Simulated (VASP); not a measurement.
# TaN (F-43m) in VASP: further runs

One crystal, TaN, is run at these levels: PBE, r2SCAN; tasks: single point.

All numbers are computed with VASP 6.6.1; they aren't measurements. Logs are shortened: lines on timing, memory, paths and dates and some standing lists are left out, and cuts for length are marked.

### Step 1. Starting point

The structure is cubic, space group F-43m (No. 216). The conventional cell has a = 5.080 Å, b = 5.080 Å, c = 5.080 Å, α = 90.00°, β = 90.00°, γ = 90.00°. Ta (site symmetry -43m) has 4 N at 2.20 Å as nearest neighbours. N (site symmetry -43m) is surrounded by 4 Ta at 2.20 Å.

The cell comes from a database or a generator and needn't be the stable form of this composition.

### Step 2. Single point, PBE

INCAR

```
SYSTEM = TaN
ALGO = Fast ; EDIFF = 1E-7
ENCUT = 520 ; GGA = PE
ISIF = 2 ; ISMEAR = -1
LASPH = .TRUE. ; LCHARG = .TRUE.
LELF = .TRUE. ; LREAL = .FALSE.
LVHAR = .TRUE. ; LWAVE = .FALSE.
NBANDS = 15 ; NELM = 100
PREC = Accurate ; SIGMA = 0.05
```

KPOINTS

```
k-points
0
G
  9 9 9
  0 0 0
```

POSCAR

```
TaN
1.0
    0.0000000000      2.5400021304      2.5400021304
    2.5400021304      0.0000000000      2.5400021304
    2.5400021304      2.5400021304      0.0000000000
Ta N
1 1
Direct
    0.0000000000      0.0000000000      0.0000000000
    0.2500000000      0.2500000000      0.2500000000
```

Potentials or basis: VASP PAW PBE potentials, release 64 (Ta_pv, N).

Run with:

```bash
$ cat potpaw_PBE.64/Ta_pv/POTCAR potpaw_PBE.64/N/POTCAR > POTCAR
$ mpirun -np 1 vasp_std > vasp.out
```

OUTCAR:

```text
SYSTEM = TaN
   EDIFF = 1E-7
   ENCUT = 520
   GGA = PE
   ISIF = 2
   ISMEAR = -1
   LASPH = .TRUE.
   LREAL = .FALSE.
   NELM = 100
   PREC = Accurate

 ion  position               nearest neighbor table
   1  0.000  0.000  0.000-   2 2.20   2 2.20   2 2.20   2 2.20
   2  0.250  0.250  0.250-   1 2.20   1 2.20   1 2.20   1 2.20

  LATTYP: Found a face centered cubic cell.
 ALAT       =     5.0800042608

  Lattice vectors:

 A1 = (   0.0000000000,   2.5400021304,   2.5400021304)
 A2 = (   2.5400021304,   0.0000000000,   2.5400021304)
 A3 = (   2.5400021304,   2.5400021304,   0.0000000000)

Analysis of symmetry for initial positions (statically):
=====================================================================
 Subroutine PRICEL returns:
 Original cell was already a primitive cell.

 Routine SETGRP: Setting up the symmetry group for a
 face centered cubic supercell.

 Subroutine GETGRP returns: Found 24 space group operations
 (whereof 24 operations were pure point group operations)
 out of a pool of 48 trial point group operations.

The static configuration has the point symmetry T_d .

Analysis of symmetry for dynamics (positions and initial velocities):
=====================================================================
 Subroutine PRICEL returns:
 Original cell was already a primitive cell.

 Routine SETGRP: Setting up the symmetry group for a
 face centered cubic supercell.

 Subroutine GETGRP returns: Found 24 space group operations
 (whereof 24 operations were pure point group operations)
 out of a pool of 48 trial point group operations.

The dynamic configuration has the point symmetry T_d .

 Subroutine INISYM returns: Found 24 space group operations
 (whereof 24 operations are pure point group operations),
 and found     1 'primitive' translations

----------------------------------------------------------------------------------------

                                     Primitive cell

  volume of cell :      32.7742

  direct lattice vectors                    reciprocal lattice vectors
     0.000000000  2.540002130  2.540002130    -0.196850229  0.196850229  0.196850229
     2.540002130  0.000000000  2.540002130     0.196850229 -0.196850229  0.196850229
     2.540002130  2.540002130  0.000000000     0.196850229  0.196850229 -0.196850229

  length of vectors
     3.592105461  3.592105461  3.592105461     0.340954597  0.340954597  0.340954597

  position of ions in fractional coordinates (direct lattice)
     0.000000000  0.000000000  0.000000000
     0.250000000  0.250000000  0.250000000

  ion indices of the primitive-cell ions
   primitive index   ion index
                 1           1
                 2           2

----------------------------------------------------------------------------------------

 KPOINTS: k-points

Automatic generation of k-mesh.
 Grid dimensions read from file:
 generate k-points for:    9    9    9

 Generating k-lattice:

  Cartesian coordinates                     Fractional coordinates (reciprocal lattice)
    -0.021872248  0.021872248  0.021872248     0.111111111  0.000000000  0.000000000
     0.021872248 -0.021872248  0.021872248     0.000000000  0.111111111  0.000000000
     0.021872248  0.021872248 -0.021872248     0.000000000  0.000000000  0.111111111

  Length of vectors
     0.037883844  0.037883844  0.037883844

  Shift w.r.t. Gamma in fractional coordinates (k-lattice)
     0.000000000  0.000000000  0.000000000

 Subroutine IBZKPT returns following result:
 ===========================================

 Found     35 irreducible k-points:

 Following reciprocal coordinates:
            Coordinates               Weight
  0.000000  0.000000  0.000000      1.000000
  0.111111  0.000000  0.000000      8.000000
  0.222222  0.000000  0.000000      8.000000
  0.333333  0.000000  0.000000      8.000000
  0.444444  0.000000  0.000000      8.000000
  0.111111  0.111111  0.000000      6.000000
[... 16 lines left out ...]
 -0.333333  0.333333  0.000000     12.000000
  0.444444  0.444444  0.000000      6.000000
 [... further k-points ...]
   k-points           NKPTS =     35   k-points in BZ     NKDIM =     35   number of bands    NBANDS=     15
   number of dos      NEDOS =    301   number of ions     NIONS =      2
   total plane-waves  NPLWV =  21952
   dimension x,y,z NGX =    28 NGY =   28 NGZ =   28
   dimension x,y,z NGXF=    56 NGYF=   56 NGZF=   56
   ions per type =               1   1
   NGX,Y,Z   is equivalent  to a cutoff of  12.96, 12.96, 12.96 a.u.
   NGXF,Y,Z  is equivalent  to a cutoff of  25.92, 25.92, 25.92 a.u.
 SYSTEM =  TaN
   PREC   = accura    normal or accurate (medium, high low for compatibility)
   ISTART =      0    job   : 0-new  1-cont  2-samecut
   ICHARG =      2    charge: 1-file 2-atom 10-const
   ISPIN  =      1    spin polarized calculation?
   LNONCOLLINEAR =      F non collinear calculations
   LSORBIT =      F    spin-orbit coupling
   LASPH  =      T    aspherical Exc in radial PAW
   ENCUT  =  520.0 eV  38.22 Ry    6.18 a.u.   6.68  6.68  6.68*2*pi/ulx,y,z
   NELM   =    100;   NELMIN=  2; NELMDL= -5     # of ELM steps
   EDIFF  = 0.1E-06   stopping-criterion for ELM
   LREAL  =      F    real-space projection
   EDIFFG = 0.1E-05   stopping-criterion for IOM
   NSW    =      0    number of steps for IOM
   IBRION =     -1    ionic relax: 0-MD 1-quasi-New 2-CG
   NFREE  =      0    steps in history (QN), initial steepest desc. (CG)
   ISIF   =      2    stress and relaxation
   ISYM   =      2    0-nonsym 1-usesym 2-fastsym
   POTIM  = 0.5000    time-step for ionic-motion
   TEBEG  =    0.0;   TEEND  =   0.0 temperature during run
   PSTRESS=    0.0 pullay stress
   NELECT =      16.0000    total number of electrons
   NUPDOWN=      -1.0000    fix difference up-down
   EMIN   =  10.00;   EMAX   =-10.00  energy-range for DOS
   EFERMI =   0.00;   METHOD = LEGACY
   ISMEAR =    -1;   SIGMA  =   0.05  broadening in eV -4-tet -1-fermi 0-gaus
   EFERMI_NEDOS =   21; number of points for ismear=-14 and -15
   IALGO  =     68    algorithm
   IMIX   =      4    mixing-type and parameters
     AMIX     =   0.40;   BMIX     =  1.00
     AMIX_MAG =   1.60;   BMIX_MAG =  1.00
  volume/ion in A,a.u.               =      16.39       110.59
  Fermi-wavevector in a.u.,A,eV,Ry     =   1.289053  2.435957 22.608222  1.661657
  Thomas-Fermi vector in A             =   2.420969
   LORBIT       =      0    0 simple, 1 ext, 2 COOP (PROOUT), +10 PAW based schemes
   GGA     = PE    functional components
   LHFCALC =     F    Hartree Fock is set to
   AEXX    =    0.0000 exact exchange contribution
   IVDW    =     0    specifies the selected vdW correction
   LEPSILON=     F    determine dielectric tensor
   LRPA    =     F    only Hartree local field effects (RPA)
 non-spin polarized calculation
 RMM-DIIS sequential band-by-band and
  energy-cutoff  :      520.00
  volume of cell :       32.77
 maximum number of plane-waves:       899
   NGX = 13   NGY = 13   NGZ = 13

 number of electron      16.0000000 magnetization

 Free energy of the ion-electron system (eV)
  ---------------------------------------------------
  ext. energy  EPLUGINS =         0.00000000
  ---------------------------------------------------
  free energy    TOTEN  =       -20.83771727 eV

  energy without entropy =      -20.82271081  energy(sigma->0) =      -20.83021404

 E-fermi :   5.0088     XC(G=0): -10.9586

 val. band max:        4.9862673878   @ k =  -0.2222   0.3333   0.1111
 cond. band min:       5.0336354837   @ k =  -0.1111   0.1111   0.0000
 fundamental gap:      0.0473680959
 Fermi energy:         5.0087997496

 k-point     1 :       0.0000    0.0000    0.0000
  band No.  band energies     occupation
      1     -30.9894      2.00000
      2     -30.9894      2.00000
      3     -30.9894      2.00000
      4     -11.1705      2.00000
      5      -0.6988      2.00000
      6      -0.6988      2.00000
      7      -0.6988      2.00000
      8       3.6560      2.00000
      9       5.3661      0.00157
     10       5.3661      0.00157
     11       9.5945      0.00000
     12       9.5945      0.00000
     13       9.5945      0.00000
     14      16.6109      0.00000
     15      16.6109      0.00000

 k-point     2 :       0.1111    0.0000    0.0000
  band No.  band energies     occupation
      1     -31.0112      2.00000
      2     -30.9925      2.00000
      3     -30.9925      2.00000
      4     -11.0702      2.00000
      5      -0.9327      2.00000
      6      -0.6249      2.00000
      7      -0.6249      2.00000
      8       4.2483      2.00000
      9       5.2621      0.01255
     10       5.2621      0.01255
     11       9.2859      0.00000
     12       9.6617      0.00000
     13       9.6617      0.00000
     14      15.0784      0.00000
     15      16.7707      0.00000

 k-point     3 :       0.2222    0.0000    0.0000
  band No.  band energies     occupation
      1     -31.0660      2.00000
      2     -31.0003      2.00000
      3     -31.0003      2.00000
      4     -10.8213      2.00000
      5      -1.2581      2.00000
      6      -0.4521      2.00000
      7      -0.4521      2.00000
      8       5.1538      0.10430
      9       5.1538      0.10430
     10       5.4586      0.00025
     11       8.5900      0.00000
     12       9.5700      0.00000
     13       9.5700      0.00000
     14      12.9260      0.00000
     15      17.2742      0.00000
[... 343 lines left out ...]
 k-point    23 :      -0.3333    0.3333    0.0000
  band No.  band energies     occupation
      1     -31.1323      2.00000
      2     -31.0964      2.00000
      3     -31.0337      2.00000
      4     -10.1613      2.00000
      5      -1.0010      2.00000
      6      -0.1796      2.00000
      7       0.3384      2.00000
      8       3.3844      2.00000
      9       5.3806      0.00118
     10       5.9652      0.00000
     11       8.1082      0.00000
     12       8.5684      0.00000
     13      11.5944      0.00000
     14      13.0431      0.00000
     15      14.3560      0.00000

 k-point    24 :       0.4444    0.4444    0.0000
  band No.  band energies     occupation
      1     -31.1656      2.00000
      2     -31.0528      2.00000
      3     -31.0528      2.00000
      4     -10.1276      2.00000
      5      -1.9334      2.00000
      6       0.7622      2.00000
      7       0.7622      2.00000
      8       3.1004      2.00000
      9       5.8798      0.00000
     10       6.5503      0.00000
     11       7.4566      0.00000
     12       7.4566      0.00000
     13      11.5803      0.00000
     14      14.0082      0.00000
     15      16.8710      0.00000

 [... further k-points ...]
[... 5 lines left out ...]
  --------------------------------------------------------------------------------------
  -------------------------------------------------------------------------------------
  Total       -6.4898848     -6.4898848     -6.4898848     -0.0000000     -0.0000000      0.0000000
  in kB     -317.2600071   -317.2600071   -317.2600071     -0.0000000     -0.0000000      0.0000000
  external PRESSURE =    -317.2600071 kB  Pullay stress =       0.0000000 kB

 VOLUME and BASIS-vectors are now :
 -----------------------------------------------------------------------------
  energy-cutoff  :      520.00
  volume of cell :       32.77
      direct lattice vectors                 reciprocal lattice vectors
     0.000000000  2.540002130  2.540002130    -0.196850229  0.196850229  0.196850229
     2.540002130  0.000000000  2.540002130     0.196850229 -0.196850229  0.196850229
     2.540002130  2.540002130  0.000000000     0.196850229  0.196850229 -0.196850229

 POSITION                                       TOTAL-FORCE (eV/Angst)
 -----------------------------------------------------------------------------------
      0.00000      0.00000      0.00000        -0.000000     -0.000000     -0.000000
      1.27000      1.27000      1.27000         0.000000      0.000000      0.000000
 -----------------------------------------------------------------------------------
    total drift:                               -0.000000     -0.000000      0.000000

  FREE ENERGIE OF THE ION-ELECTRON SYSTEM (eV)
  ---------------------------------------------------
  free  energy   TOTEN  =       -20.8377172715 eV

  energy  without entropy=      -20.8227108115  energy(sigma->0) =      -20.83021404
```

It took 16 s on 1 thread of Intel Xeon Platinum 8488C (Sapphire Rapids), shared host; peak memory 0.16 GiB.

What came out:

- Free energy: -20.8377 eV
- Pressure: -31.7 GPa
- Band gap on the k mesh: none (metal or under the smearing width)

Caveat: a pressure of tens of GPa on the cell as given is suspect, and the run, the potentials or the cell itself is likely at fault. Spin-orbit coupling is left out, which matters for the levels of Ta.

### Step 3. Single point, r2SCAN

This run uses another cell than the first one, of 15.46 Å³/atom, 0.943 times its volume.

POSCAR

```
TaN
1.0
    0.0000000000      2.4911437700      2.4911437700
    2.4911437700      0.0000000000      2.4911437700
    2.4911437700      2.4911437700      0.0000000000
Ta N
1 1
Direct
    0.0000000000      0.0000000000      0.0000000000
    0.2500000000      0.2500000000      0.2500000000
```

INCAR.step1

```
SYSTEM = TaN
PREC = Accurate ; ENCUT = 520
ISMEAR = -1 ; SIGMA = 0.05
LREAL = .False. ; LASPH = .True.
NELM = 100 ; NBANDS = 15
GGA = PE ; ALGO = Normal
EDIFF = 1E-4 ; LWAVE = .True.
LCHARG = .False.
```

INCAR.step2

```
SYSTEM = TaN
PREC = Accurate ; ENCUT = 520
EDIFF = 1E-6 ; ISMEAR = -1
SIGMA = 0.05 ; LREAL = .False.
LASPH = .True. ; NELM = 100
ALGO = Normal ; ISIF = 2
LWAVE = .False. ; LCHARG = .False.
METAGGA = R2SCAN ; LMIXTAU = .True.
NBANDS = 15 ; ISTART = 1
```

KPOINTS

```
regular mesh
0
Gamma
  9 9 9
  0 0 0
```

Potentials or basis: VASP PAW PBE potentials, release 64 (Ta_pv, N).

Run with:

```bash
$ cat potpaw_PBE.64/Ta_pv/POTCAR potpaw_PBE.64/N/POTCAR > POTCAR
$ cp INCAR.step1 INCAR
$ mpirun -np 1 vasp_std > vasp.out
$ cp INCAR.step2 INCAR
$ mpirun -np 1 vasp_std > vasp.out
```

Wall time 42 s (1 thread of Intel Xeon Platinum 8488C (Sapphire Rapids), shared host); peak memory 0.17 GiB.

It converged, with:

* Free energy: -58.9497 eV
* Pressure: -28.9 GPa
* Band gap on the k mesh: none (metal or under the smearing width)

Levels at points of the mesh, in eV from the Fermi level:
```
           k point  band 4  band 5  band 6  band 7  band 8  band 9  band 10  band 11  band 12  band 13
(0.00, 0.00, 0.00)  -17.73   -6.52   -6.52   -6.52   -1.38    0.43     0.43     5.05     5.05     5.05
```

Caveat: a pressure of tens of GPa on the cell as given is suspect, and the run, the potentials or the cell itself is likely at fault; the PAW data sets were made with another functional, which shifts forces and pressure a little.
